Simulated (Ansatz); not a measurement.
# InAs (F-43m) in Ansatz: notebook, part 3 of 3

Ansatz 0.2.0. Earlier steps stand in the parts before.

## Step 6: Elastic constants, LDA

input.yaml reads:

```yaml
crystal:
  lattice:
    - [0.0, 3.018, 3.018]
    - [3.018, 0.0, 3.018]
    - [3.018, 3.018, 0.0]
  atoms:
    - { symbol: In, position: [0.0, 0.0, 0.0] }
    - { symbol: As, position: [0.75, 0.75, 0.75] }
kpoints:
  mp_grid: { grid: [6, 6, 6] }
scf:
  occupations: { method: fermi_dirac, width: 0.05 }
hamiltonian:
  xc: lda
  pseudopotentials: { kind: all_electron, lapw: { basis_error: 0.001 } }
output:
  forces: true
  stress: true
elastic:
  mode: clamped_ion
  stencil: two_point
```

Potentials or basis: all-electron LAPW, scalar-relativistic.

On the command line:

```sh
ansatz run input.yaml --threads 1 --pin off --max-ram 3072MiB --backend cpu --events-out ev --progress --plain --runs-dir out
```

Standard output:

```text
Warning: RAYON_NUM_THREADS=1 ignored (pool sized by the plan → 1); use --threads N
LAPW: plane waves up to 8.956 Å⁻¹, error target 1.0e-3 eV per atom; small_component_spin mean_spin; As in spheres of 1.231 Å, 23 of its electrons in bands, Dirac shells []; In in spheres of 1.305 Å, 21 of its electrons in bands, Dirac shells [] (how accurate: hamiltonian.pseudopotentials.lapw.basis_error, Limitations)
Engine: ansatz 0.2.0, x86_64-unknown-linux-gnu
Pseudopotentials: kind: all_electron
Pseudopotential: In, LAPW, valence charge 21, lapw/all_electron/scalar/gaussian/In, Koelling and Harmon's equation, gaussian nucleus
Pseudopotential: As, LAPW, valence charge 23, lapw/all_electron/scalar/gaussian/As, Koelling and Harmon's equation, gaussian nucleus
Functional definition: SPW92
  exchange = slater_x
  correlation = pw_c
Crystal: 2 atoms, lattice volume = 54.978 Å³
Basis set: ecut = 305.58502266811274 eV, 645 PW (Γ), exchange–correlation at level 2
Bands: 27, of which v1, the nominal top of the filled ones, is band 22 counted from 1 (21 counted from 0)
Symmetry: 24 space group operations
Space group: F-43m (ITA 216), of the structure as read, at distance tolerance 3.8e-5 Å
[... 116 lines left out ...]
        47.556     47.556     82.184     -0.000     -0.000     -0.000
         0.000     -0.000     -0.000     59.606     -0.000      0.000
         0.000      0.000     -0.000      0.000     59.606     -0.000
        -0.000      0.000     -0.000      0.000     -0.000     59.606
  reference stress σ⁰ (GPa):      0.210      0.210      0.210     -0.000      0.000     -0.000
  no Pulay correction (none for the plane-wave cutoff is built on LAPW): the batch's stresses and constants are at fixed plane waves
  C* (energy form; C + prestress term) asymmetry max|C*_kj − C*_jk| = 2.132e-14 GPa — a small one proves nothing (zero by symmetry where the batch's group is 432, −43m or m−3m); a large one is finite-difference/SCF noise where every solve meets its electron count
  moduli (Voigt/Reuss/Hill, GPa): K = 59.10/59.10/59.10   G = 42.69/30.15/36.42   E = 90.64   ν = 0.244
  mechanically stable: yes (min eigenvalue of sym C = 34.63 GPa)
  where every solve meets its electron count the energy-path curvature estimates C_jj along a normal strain and C_jj − ¼(σ⁰_aa + σ⁰_bb) along a shear (ab), closely only under elastic.basis: deformed
  strain η (Voigt 11):  stress-route row diagonal C_11 = 82.18 GPa, energy-path curvature d²(F+E_count)/dδ²/Ω₀ = 82.18 GPa
         δ    σ_11 (GPa)             F (eV)   n_scf  n_hpsi   n_pw
    -2.000e-3       0.0453     -221347.4251396       8   24519    692
     2.000e-3       0.3740     -221347.4248516       8   24465    692
  strain η (Voigt 23):  stress-route row diagonal C_44 = 59.61 GPa, energy-path curvature d²(F+E_count)/dδ²/Ω₀ = 59.50 GPa
         δ    σ_23 (GPa)             F (eV)   n_scf  n_hpsi   n_pw
    -2.000e-3      -0.1192     -221347.4250112       8   37486    692
     2.000e-3       0.1192     -221347.4250112       8   37479    692
```

elastic.tsv:

```text
# convention: tension-positive GPa; Voigt order 11 22 33 23 13 12; engineering shear strains; stresses and constants hold the Pulay correction, whose part of sigma0, of c and of each member's stress the lines and columns named pulay_correction_..._gpa give (of c_energy it is that of c and, on the columns of strains 1 to 3, that of sigma0; of a layer's constants it is that of c in the plane, times a tenth of its plane spacing in ang); where a line pulay_correction_withheld stands none holds it
[... 15 lines left out ...]
6	-9.3791261484e-30	1.0956848092e-29	-3.1554436209e-30	8.1567866461e-47	-3.4236308705e-21	5.9605785193e1	-1.1580555915e-17	-1.1580555915e-17	-1.1580555915e-17	8.1567866461e-47	-3.4236308705e-21	5.9605785193e1	nan	nan	nan	nan	nan	nan
```

Run time: 2.9 min. Hardware: 1 thread of Intel Xeon at 2.50GHz (Skylake/Cascade Lake), shared host; peak memory 0.41 GiB.

What came out:

```yaml
Free_energy: -221347.4251 eV
Pressure: -0.2 GPa
Band_gap_on_the_k_mesh: none (metal or under the smearing width)
Clamped-ion_elastic_constants_C11_C12_C44: 82, 48, 60 GPa
Voigt_bulk_modulus: 59 GPa
```

Levels at points of the mesh, in eV from the Fermi level:
```
             k point  band 20  band 21  band 22  band 23  band 24  band 25
  (0.00, 0.00, 0.00)    -0.45    -0.04    -0.04    -0.04     3.80     3.80
 (0.00, 0.00, -0.50)    -5.91    -1.04    -1.04     0.76     4.58     4.58
(0.00, -0.50, -0.50)    -5.99    -2.40    -2.40     1.38     1.91     8.99
```

Elastic tensor in Voigt notation (GPa, ions clamped, in the Cartesian axes of the cell as first typed):
```
82 48 48  0  0  0
48 82 48  0  0  0
48 48 82  0  0  0
 0  0  0 60  0  0
 0  0  0  0 60  0
 0  0  0  0  0 60
```

Caveat: the k mesh is thin for a metal, which can move the energy by tens of meV per atom; a metal's response needs a denser mesh; elastic constants of metals need much finer meshes, so these are rough; this crystal is a semiconductor, whose small gap the functional closes, so the metal is an error of the method.

## Step 7: The runs side by side

```csv
task,level,potentials or basis,spin,k mesh,cutoff (eV),gap on the mesh (eV),pressure (GPa)
band structure,LDA,"all-electron LAPW, scalar-relativistic",off,8 × 8 × 8,283,-,-0.3
band structure,PBEsol,"all-electron LAPW, relativistic spinors","SOC, no magnetisation",6 × 6 × 6,283,-,1.5
phonons,LDA,"all-electron LAPW, scalar-relativistic",off,6 × 6 × 6,306,none,-
band structure,PBEsol,"all-electron LAPW, scalar-relativistic",off,8 × 8 × 8,283,-,1.5
elastic constants,LDA,"all-electron LAPW, scalar-relativistic",off,6 × 6 × 6,306,none,-0.2
```

Alike in all rows: cell as given; smearing fermi-dirac 0.05 eV; basis error allowed 0.001 eV/atom.

Caveats: this crystal is a semiconductor, whose small gap the functional closes, so the metal is an error of the method; the k mesh is thin for a metal, which can move the energy by tens of meV per atom (some runs); spin-orbit coupling is left out, which moves the levels of the heavy elements (some runs); a metal's response needs a denser mesh (some runs); elastic constants of metals need much finer meshes, so these are rough (some runs).

Compare energies only between runs with the same functional and basis.

## Step 8: How close it comes

Step 2. A measured gap of InAs is 0.418 eV (direct; 4.2 K; a printed reference work, data compilation); the calculated 0.00 eV misses it by -0.42 eV. Spin-orbit coupling on As, In is left out. The value is that of LDA, without temperature or zero-point motion. Semilocal functionals fall short of measured gaps as a rule.

Step 3. A measured gap of InAs is 0.418 eV (direct; 4.2 K; a printed reference work, data compilation); the calculated 0.00 eV misses it by -0.42 eV. The value is that of PBEsol, without temperature or zero-point motion. Semilocal functionals fall short of measured gaps as a rule.

Step 4. A measured gap of InAs is 0.418 eV (direct; 4.2 K; a printed reference work, data compilation); the calculated 0.00 eV misses it by -0.42 eV. Spin-orbit coupling on As, In is left out. The value is that of LDA on a finite k mesh, which can miss the band edges, without temperature or zero-point motion. Semilocal functionals fall short of measured gaps as a rule.

Step 5. Measured gap of InAs: 0.418 eV (direct; 4.2 K; a printed reference work, data compilation). This calculation gives 0.00 eV (-0.42 eV). Spin-orbit coupling on As, In is left out. The value is that of PBEsol, without temperature or zero-point motion. Semilocal functionals fall short of measured gaps as a rule.

Step 6. Against the measured gap of InAs, 0.418 eV (direct; 4.2 K; a printed reference work, data compilation), the calculated 0.00 eV is off by -0.42 eV. Spin-orbit coupling on As, In is left out. The value is that of LDA on a finite k mesh, which can miss the band edges, without temperature or zero-point motion. Semilocal functionals fall short of measured gaps as a rule.
